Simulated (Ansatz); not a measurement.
Take ZrO₂ in the fluorite structure (space group Fm-3m, No. 225; a = 5.0893 Å) as the base. Axes: x, y, z lie along the cube axes.

Calculations: Ansatz (a quantum-chemistry and plane-wave program), r2SCAN, PAW, cutoff 500 eV, scalar-relativistic without spin-orbit coupling.

A first run, uniaxial strain ε_zz = +1.26 %, gives secant values C11 ≈ 550 GPa and C12 ≈ 98 GPa from its stress. A second run applies biaxial strain −1.22 %, plane normal [001], relaxed out of plane.

Task: What does linear elasticity predict for −ε⊥/ε∥ in the second run, and what does the run give?

Result: Linear elasticity: 2 C12/C11 = 0.36. The run gives 0.38; any difference comes from nonlinear terms at these strains and numerical noise.

Whether these cells are dynamically stable was not tested. This is not the structure that ZrO2 has at room temperature and ambient pressure.
